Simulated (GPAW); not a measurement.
# Co1 on Au4 111: moments or none

Aim: find out whether Co1 on Au4 111 carries moments when they start parallel, and what they gain.

Main program and level: GPAW 26.7.0; PBE; plane waves with GPAW's PAW setups, scalar-relativistic.

**1. The structure**

The cell holds 5 atoms: 4 Au and 1 Co. Cell: a = 2.884 Å, b = 2.884 Å, c = 21.014 Å, α = 90.0°, β = 90.0°, γ = 120.0°. ideal sites on the substrate's mesh, layer spacings from atomic volumes, unrelaxed, 12 A of vacuum. Vacuum lies along c.

**2. Start 1: ferro +**

The parallel start comes first: it fits the smallest cell, keeps the most symmetry and shows whether parallel moments form.

Input file order1.py:

```python
import json
import numpy as np
from ase import Atoms
from ase.parallel import paropen, parprint
from gpaw import GPAW

atoms = Atoms(['Au', 'Au', 'Au', 'Au', 'Co'],
    cell=[[2.883581, 0.0, 0.0],
         [-1.441791, 2.497255, 0.0],
         [0.0, 0.0, 21.014]],
    scaled_positions=[[0.0, 0.0, 0.285524],
         [0.333333, 0.666667, 0.397603],
         [0.666667, 0.333333, 0.509681],
         [0.0, 0.0, 0.62176],
         [0.333333, 0.666667, 0.714476]],
    pbc=True,
    magmoms=[0.0, 0.0, 0.0, 0.0, 1.8])
atoms.calc = GPAW(mode={'name': 'pw', 'ecut': 450},
    xc='PBE',
    kpts={'size': (18, 18, 1), 'gamma': True},
    occupations={'name': 'fermi-dirac', 'width': 0.05},
    convergence={'density': 1e-05, 'energy': 1e-05},
    maxiter=250,
    mixer={'name': 'pulay', 'beta': 0.03, 'nmaxold': 8, 'weight': 100},
    symmetry={'tolerance': 1e-4},
    txt='order1.txt')
e = atoms.get_potential_energy(force_consistent=True)
res = {'free_energy': e, 'energy_sigma0': atoms.get_potential_energy(), 'fermi_energy': atoms.calc.get_fermi_level()}
res['moments'] = atoms.get_magnetic_moments().tolist()
res['total'] = atoms.get_magnetic_moment()
parprint('site moments (muB):', np.round(res['moments'], 3))
parprint(f"total moment: {res['total']:.3f} muB")
parprint(f'free energy: {e:.6f} eV')
atoms.calc.write('order1.gpw')
with paropen('results.json', 'w') as f:
    json.dump(res, f)
```

Command:

```console
$ OMP_NUM_THREADS=1 mpirun -n 4 gpaw python order1.py > order1.log
```

Numbers of over 12 decimals in the logs are rounded to 6 here.

Output:

```text
site moments (muB): [-0.007 -0.007 -0.01   0.032  1.914]
total moment: 1.859 muB
free energy: -18.526933 eV

--- order1.txt ---
Input parameters:
  mode=PW(ecut=450),
  convergence={'density': 1e-05, 'energy': 1e-05},
  kpts=MonkhorstPack(size=(18, 18, 1), gamma=True),
  maxiter=250,
  mixer=Pulay(name='pulay', nmaxold=8, beta=0.03, weight=100, sigma=0.015, g_ss=None),
  occupations=Occupations(name='fermi-dirac', width=0.05),
  symmetry=Symmetry(tolerance=0.0001),
  xc=XC(name='PBE')

Diagonalizing LCAO Hamiltonian
Converting LCAO to pw mode

        Co

       Au

           Au

        Au

       Au

Atoms  # Å, Bohr magnetons
|   | symbol |         x |        y |         z |    initial magnetic moments |
|---|--------|-----------|----------|-----------|-----------------------------|
| 0 |     Au |  0.000000 | 0.000000 |  6.000001 | ( 0.0000,  0.0000,  0.0000) |
| 1 |     Au | -0.000002 | 1.664837 |  8.355229 | ( 0.0000,  0.0000,  0.0000) |
| 2 |     Au |  1.441792 | 0.832418 | 10.710437 | ( 0.0000,  0.0000,  0.0000) |
| 3 |     Au |  0.000000 | 0.000000 | 13.065665 | ( 0.0000,  0.0000,  0.0000) |
| 4 |     Co | -0.000002 | 1.664837 | 15.013999 | ( 0.0000,  0.0000,  1.8000) |

Unit cell  # Å
| periodic |         x |        y |         z |   lengths |     angles |
|----------|-----------|----------|-----------|-----------|------------|
|      yes |  2.883581 | 0.000000 |  0.000000 |  2.883581 |  90.000000 |
|      yes | -1.441791 | 2.497255 |  0.000000 |  2.883582 |  90.000000 |
|      yes |  0.000000 | 0.000000 | 21.014000 | 21.014000 | 120.000003 |

Number of symmetries: 6

BZ-sampling:
  Number of BZ points: 324
  Number of IBZ points: 37

  Monkhorst-Pack size: [18, 18, 1]
  Monkhorst-Pack shift: [0.027778, 0.027778, 0.0]

K-points  # in reciprocal-cell coordinates
|     |                                coordinates |     weight |
|-----|--------------------------------------------|------------|
|   0 | ( -0.00000000,  -0.00000000,   0.00000000) | 0.00308642 |
|   1 | (  0.05555556,  -0.00000000,   0.00000000) | 0.01851852 |
|   2 | (  0.11111111,  -0.05555556,   0.00000000) | 0.01851852 |
|   3 | (  0.11111111,  -0.00000000,   0.00000000) | 0.01851852 |
|   4 | (  0.16666667,  -0.05555556,   0.00000000) | 0.03703704 |
|   5 | (  0.16666667,  -0.00000000,   0.00000000) | 0.01851852 |
|   6 | (  0.22222222,  -0.11111111,   0.00000000) | 0.01851852 |
|   7 | (  0.22222222,  -0.05555556,   0.00000000) | 0.03703704 |
|   8 | (  0.22222222,  -0.00000000,   0.00000000) | 0.01851852 |
|   9 | (  0.27777778,  -0.11111111,   0.00000000) | 0.03703704 |
| ... |                                            |            |
|  36 | (  0.50000000,   0.50000000,   0.00000000) | 0.00925926 |

Plane wave coefficients: 3327
Cutoff: 450.000000 eV

Spin-components: 2 (collinear spins)
Bands:           37
Projectors:      30
Spin-degeneracy: 1
Datatype:        complex128

Parallelization:
  kpt:    4
  domain: 1
  band:   1

Density:
  Valence electrons: 53.0
  Components: 2
  Grid points: [ 15  15 105]
  Charge: 0.0  # |e|

Potential:
  Grid points: [ 15  15 105]

species:
  Au:
    name:    Gold
    Z:       79.0
    valence: 11
    core:    68
    charge:  0.0  # [|e|]
    compensation charges:
      type: gauss
      rc: 0.42  # [Å]
      lmax: 2
    cutoffs:
      filter: 2.33  # [Å]
      core: 2.81  # [Å]
    projectors
    | kind |    occ | energy [eV] | rcut [Å] |
    |------|--------|-------------|----------|
    |   6s |  1.000 |      -5.728 |    1.323 |
    |   6p |  0.000 |      -0.775 |    1.323 |
    |   5d | 10.000 |      -6.891 |    1.323 |
    |    s |        |      21.484 |    1.323 |
    |    p |        |      26.436 |    1.323 |
    |    d |        |      20.321 |    1.323 |

    Using partial waves for Au as LCAO basis

  Co:
    name:    Cobalt
    Z:       27.0
    valence: 9
    core:    18
    charge:  0.0  # [|e|]
    compensation charges:
      type: gauss
      rc: 0.32  # [Å]
      lmax: 2
    cutoffs:
      filter: 1.87  # [Å]
      core: 2.55  # [Å]
    projectors
    | kind |    occ | energy [eV] | rcut [Å] |
    |------|--------|-------------|----------|
    |   4s |  2.000 |      -5.469 |    1.005 |
    |   4p |  0.000 |      -1.277 |    1.058 |
    |   3d |  7.000 |      -8.205 |    1.005 |
    |    s |        |      21.742 |    1.005 |
    |    p |        |      25.934 |    1.058 |
    |    d |        |      19.007 |    1.005 |

    Using partial waves for Co as LCAO basis

Reference energy: -2104295.794343  # eV

eigensolver:
  PPCG
  Converge bands: occupied
  niter=2

density mixing:
  Pulay-Mixer
  Linear mixing parameters: 0.03
  Old densities: 8
  Fourier metric: weight=100, sigma=0.015

occupation numbers:
  Fermi-Dirac:
    width: 0.0500  # eV

poisson solver:
  ecut: 3600.000000  # eV

xc functional:
  name: PBE with 2 nearest neighbor stencil

convergence criteria:
- Maximum integral of absolute [dens]ity change: 1e-05 electrons / valence electron
- Maximum [total energy] change in last 3 cyles: 1e-05 eV / valence electron
- Maximum integral of absolute [eigenst]ate change: 4e-08 eV^2 / valence electron
maximum number of iterations: 250

SCF iterations
|iter     |      energy | eigst |  dens |  magmom |
|---------|-------------|-------|-------|---------|
|iter:   1|       0s |  -27.500765 | -0.06 |       |  +1.8010|
|iter:   2|       2s |  -21.880693 | -1.05 | -0.75 |  +1.7506|
|iter:   3|       4s |  -19.973524 | -1.84 | -0.94 |  +1.7716|
|iter:   4|       6s |  -19.567708 | -1.55 | -1.01 |  +1.7458|
|iter:   5|       8s |  -19.121308 | -2.66 | -1.08 |  +1.7583|
|iter:   6|       9s |  -18.871008 | -1.44 | -1.20 |  +1.7535|
|iter:   7|      11s |  -18.838774 | -3.07 | -1.30 |  +1.7555|
|iter:   8|      14s |  -18.602781 | -2.58 | -1.33 |  +1.7698|
|iter:   9|      16s |  -18.499036 | -2.39 | -1.53 |  +1.7849|
|iter:  10|      18s |  -18.499046 | -3.66 | -1.83 |  +1.7891|
[... 28 iterations left out ...]
|iter:  39|      76s |  -18.509114c| -7.36 | -4.24 |  +1.8598|
|iter:  40|      78s |  -18.509118c| -7.84c| -4.32 |  +1.8595|
|iter:  41|      80s |  -18.509125c| -7.58c| -4.41 |  +1.8591|
|iter:  42|      81s |  -18.509128c| -7.62c| -4.67 |  +1.8590|
|iter:  43|      82s |  -18.509126c| -7.80c| -4.76 |  +1.8590|
|iter:  44|      83s |  -18.509126c| -8.41c| -4.83 |  +1.8590|
|iter:  45|      84s |  -18.509127c| -8.69c| -4.89 |  +1.8589|
|iter:  46|      85s |  -18.509127c| -8.57c| -4.91 |  +1.8589|
|iter:  47|      86s |  -18.509131c| -7.58c| -4.95 |  +1.8589|
|iter:  48|      87s |  -18.509132c| -8.08c| -5.08c|  +1.8588|

Converged in 48 steps
Energy contributions relative to reference atoms: (reference = -2104295.794343)

Energy contributions:
  Kinetic:         -11.907675
  Coulomb:           8.559463
  Zero:              0.774985
  External:          0.000000
  Xc:              -15.918103
  Entropy:          -0.035602
  Spinorbit:         0.000000
  ----------------------------
  Free energy:     -18.526933
  Extrapolated:    -18.509132

dipole moment: (-11.868832, -15.988224, 0.032112)  # |e|*Ang

Total magnetic moment: (0.000000, 0.000000, 1.858828)

Local magnetic moments
|        x |        y |         z |
|----------|----------|-----------|
| 0.000000 | 0.000000 | -0.006629 |  # Au   0
| 0.000000 | 0.000000 | -0.007061 |  # Au   1
| 0.000000 | 0.000000 | -0.009774 |  # Au   2
| 0.000000 | 0.000000 |  0.032309 |  # Au   3
| 0.000000 | 0.000000 |  1.914303 |  # Co   4

Fermi level: 2.992
Eigenvalues  # (at kpt = [-0.000, -0.000, 0.000])
| band index |      eig [eV] | occ [0-1] |      eig [eV] | occ [0-1] |
|------------|---------------|-----------|---------------|-----------|
|          0 |        -6.663 |     1.000 |        -6.669 |     1.000 |
|        ... |               |           |               |           |
|         21 |         0.244 |     1.000 |         0.290 |     1.000 |
|         22 |         0.660 |     1.000 |         0.855 |     1.000 |
|         23 |         0.834 |     1.000 |         0.855 |     1.000 |
|         24 |         0.834 |     1.000 |         1.906 |     1.000 |
|         25 |         0.975 |     1.000 |         2.492 |     1.000 |
|         26 |         0.975 |     1.000 |         2.692 |     0.998 |
|         27 |         1.449 |     1.000 |         2.692 |     0.998 |
|         28 |         1.449 |     1.000 |         3.288 |     0.003 |
|         29 |         2.248 |     1.000 |         3.394 |     0.000 |
|         30 |         3.299 |     0.002 |         3.394 |     0.000 |
|         31 |         7.305 |     0.000 |         7.301 |     0.000 |
|         32 |         8.205 |     0.000 |         8.173 |     0.000 |
|         33 |         8.580 |     0.000 |         8.611 |     0.000 |
|         34 |        10.727 |     0.000 |        10.722 |     0.000 |
|         35 |        11.630 |     0.000 |        11.653 |     0.000 |
|         36 |        14.470 |     0.000 |        14.464 |     0.000 |

No gap
No difference between direct/indirect transitions
```

Elapsed: 93 s, on 4 MPI ranks of Intel Xeon 6975P-C (Granite Rapids), shared host; peak memory 1 GiB; 6.2 min of CPU time.

Spin moment in the augmentation sphere by atom:

```csv
atom,spin moment in the augmentation sphere (μB)
Au1,-0.01
Au2,-0.01
Au3,-0.01
Au4,0.03
Co5,1.91
```

This step gave:

* magnetization: 1.859 μB
* final state: ferromagnetic

After 48 cycles the largest moment stands at 1.91 μB.

**3. Start 2: no spin polarisation**

This run holds no moments, which gives a state to set the others against.

nospin.py is the script of step 2 with these lines changed:

```diff
@@ -15,4 +15,3 @@
          [0.333333, 0.666667, 0.714476]],
-    pbc=True,
-    magmoms=[0.0, 0.0, 0.0, 0.0, 1.8])
+    pbc=True)
 atoms.calc = GPAW(mode={'name': 'pw', 'ecut': 450},
@@ -25,11 +24,7 @@
     symmetry={'tolerance': 1e-4},
-    txt='order1.txt')
+    txt='nospin.txt')
 e = atoms.get_potential_energy(force_consistent=True)
 res = {'free_energy': e, 'energy_sigma0': atoms.get_potential_energy(), 'fermi_energy': atoms.calc.get_fermi_level()}
-res['moments'] = atoms.get_magnetic_moments().tolist()
-res['total'] = atoms.get_magnetic_moment()
-parprint('site moments (muB):', np.round(res['moments'], 3))
-parprint(f"total moment: {res['total']:.3f} muB")
 parprint(f'free energy: {e:.6f} eV')
-atoms.calc.write('order1.gpw')
+atoms.calc.write('nospin.gpw')
 with paropen('results.json', 'w') as f:
```

Command:

```console
$ OMP_NUM_THREADS=1 mpirun -n 4 gpaw python nospin.py > nospin.log
```

Output:

```text
free energy: -18.047669 eV

--- nospin.txt ---
Input parameters:
  mode=PW(ecut=450),
  convergence={'density': 1e-05, 'energy': 1e-05},
  kpts=MonkhorstPack(size=(18, 18, 1), gamma=True),
  maxiter=250,
  mixer=Pulay(name='pulay', nmaxold=8, beta=0.03, weight=100, sigma=0.015, g_ss=None),
  occupations=Occupations(name='fermi-dirac', width=0.05),
  symmetry=Symmetry(tolerance=0.0001),
  xc=XC(name='PBE')

Diagonalizing LCAO Hamiltonian
Converting LCAO to pw mode

        Co

       Au

           Au

        Au

       Au

Atoms  # Å, Bohr magnetons
|   | symbol |         x |        y |         z |    initial magnetic moments |
|---|--------|-----------|----------|-----------|-----------------------------|
| 0 |     Au |  0.000000 | 0.000000 |  6.000001 | ( 0.0000,  0.0000,  0.0000) |
| 1 |     Au | -0.000002 | 1.664837 |  8.355229 | ( 0.0000,  0.0000,  0.0000) |
| 2 |     Au |  1.441792 | 0.832418 | 10.710437 | ( 0.0000,  0.0000,  0.0000) |
| 3 |     Au |  0.000000 | 0.000000 | 13.065665 | ( 0.0000,  0.0000,  0.0000) |
| 4 |     Co | -0.000002 | 1.664837 | 15.013999 | ( 0.0000,  0.0000,  0.0000) |

Unit cell  # Å
| periodic |         x |        y |         z |   lengths |     angles |
|----------|-----------|----------|-----------|-----------|------------|
|      yes |  2.883581 | 0.000000 |  0.000000 |  2.883581 |  90.000000 |
|      yes | -1.441791 | 2.497255 |  0.000000 |  2.883582 |  90.000000 |
|      yes |  0.000000 | 0.000000 | 21.014000 | 21.014000 | 120.000003 |

Number of symmetries: 6

BZ-sampling:
  Number of BZ points: 324
  Number of IBZ points: 37

  Monkhorst-Pack size: [18, 18, 1]
  Monkhorst-Pack shift: [0.027778, 0.027778, 0.0]

Plane wave coefficients: 3327
Cutoff: 450.000000 eV

Spin-components: 1 (collinear spins)
Bands:           36
Projectors:      30
Spin-degeneracy: 2
Datatype:        complex128

Parallelization:
  kpt:    4
  domain: 1
  band:   1

Density:
  Valence electrons: 53.0
  Components: 1
  Grid points: [ 15  15 105]
  Charge: 0.0  # |e|

Potential:
  Grid points: [ 15  15 105]

[... setups left out ...]
Reference energy: -2104295.794343  # eV

eigensolver:
  PPCG
  Converge bands: occupied
  niter=2

density mixing:
  Pulay-Mixer
  Linear mixing parameters: 0.03
  Old densities: 8
  Fourier metric: weight=100, sigma=0.015

occupation numbers:
  Fermi-Dirac:
    width: 0.0500  # eV

poisson solver:
  ecut: 3600.000000  # eV

xc functional:
  name: PBE with 2 nearest neighbor stencil

convergence criteria:
- Maximum integral of absolute [dens]ity change: 1e-05 electrons / valence electron
- Maximum [total energy] change in last 3 cyles: 1e-05 eV / valence electron
- Maximum integral of absolute [eigenst]ate change: 4e-08 eV^2 / valence electron
maximum number of iterations: 250

SCF iterations
|iter     |      energy | eigst |  dens |
|---------|-------------|-------|-------|
|iter:   1|       0s |  -28.242719 | -0.05 |       |
|iter:   2|       1s |  -21.122349 | -1.01 | -0.84 |
|iter:   3|       2s |  -19.768914 | -1.86 | -1.04 |
|iter:   4|       3s |  -19.689213 | -1.42 | -1.03 |
|iter:   5|       4s |  -18.724775 | -2.29 | -1.11 |
|iter:   6|       5s |  -19.064940 | -1.47 | -1.26 |
|iter:   7|       6s |  -18.810992 | -2.29 | -1.26 |
|iter:   8|       7s |  -18.445586 | -2.65 | -1.34 |
|iter:   9|       8s |  -18.077151 | -1.89 | -1.47 |
|iter:  10|       8s |  -18.032084 | -3.09 | -1.84 |
[... 12 iterations left out ...]
|iter:  23|      22s |  -18.010559c| -6.82 | -3.73 |
|iter:  24|      23s |  -18.010562c| -7.35 | -3.91 |
|iter:  25|      24s |  -18.010561c| -7.05 | -3.99 |
|iter:  26|      25s |  -18.010561c| -7.80c| -4.27 |
|iter:  27|      26s |  -18.010568c| -7.50c| -4.32 |
|iter:  28|      26s |  -18.010567c| -7.56c| -4.67 |
|iter:  29|      27s |  -18.010567c| -8.11c| -4.83 |
|iter:  30|      27s |  -18.010567c| -8.26c| -4.86 |
|iter:  31|      28s |  -18.010568c| -7.99c| -4.90 |
|iter:  32|      28s |  -18.010568c| -8.74c| -5.06c|

Converged in 32 steps
Energy contributions relative to reference atoms: (reference = -2104295.794343)

Energy contributions:
  Kinetic:         -14.444341
  Coulomb:          10.764238
  Zero:              0.775095
  External:          0.000000
  Xc:              -15.068459
  Entropy:          -0.074202
  Spinorbit:         0.000000
  ----------------------------
  Free energy:     -18.047669
  Extrapolated:    -18.010568

dipole moment: (-11.831253, -16.005842, 0.011071)  # |e|*Ang

Fermi level: 2.854
Eigenvalues  # (at kpt = [-0.000, -0.000, 0.000])
| band index |      eig [eV] | occ [0-2] |
|------------|---------------|-----------|
|          0 |        -6.707 |     2.000 |
|        ... |               |           |
|         20 |         0.195 |     2.000 |
|         21 |         0.195 |     2.000 |
|         22 |         0.746 |     2.000 |
|         23 |         0.746 |     2.000 |
|         24 |         1.774 |     2.000 |
|         25 |         2.219 |     2.000 |
|         26 |         2.219 |     2.000 |
|         27 |         2.352 |     2.000 |
|         28 |         2.900 |     0.571 |
|         29 |         2.900 |     0.571 |
|         30 |         3.439 |     0.000 |
|         31 |         7.296 |     0.000 |
|         32 |         8.202 |     0.000 |
|         33 |         8.583 |     0.000 |
|         34 |        10.725 |     0.000 |
|         35 |        11.662 |     0.000 |

No gap
No difference between direct/indirect transitions
```

Elapsed: 33 s, on 4 MPI ranks; peak memory 0.86 GiB; 2.2 min of CPU time.

This step gave:

* final state: non-magnetic (no spin polarisation)

It lies 479 meV a seeded atom over the first start.

**4. Energies of the orders**

These are free energies at a smearing of 0.05 eV, so its entropy term is in the differences. They are divided by the number of seeded atoms, so that cells of unlike size compare.

Orders:

```csv
start,final state,typed order kept,energy over the lowest (meV a seeded atom),largest site moment (μB),net moment (μB a primitive cell),mesh matched,CPU time (s)
ferro +,ferromagnetic,yes,0,1.914,1.859,yes,370.8
no spin polarisation,non-magnetic,-,479.3,0,0,yes,132
```

**5. Results**

* lower run: with moments
* largest site moment: 1.91 μB
* energy gained by spin polarisation: 479 meV a seeded atom

In words: The crystal holds moments, up to 1.91 μB, and gains 479 meV a seeded atom by them. No antiferromagnetic order was tried, so the session says nothing on how the moments order.

[Logs and program files are shortened in this print: banners, set-up blocks, solver, clock and traceback lines can be left out without a mark of their own.]

[Logs are printed without paths, hosts, clocks, repeated set-up lines and the standing remarks that a program may print on its own settings, such as how far it seeks lower states.]

[Hosts, paths, dates, database ids (printed as entryN), source tags and the programs' standing remarks are cut or masked in the printed files.]

[Where a cell is said to come from a database of computed structures, the database is the Materials Project.]
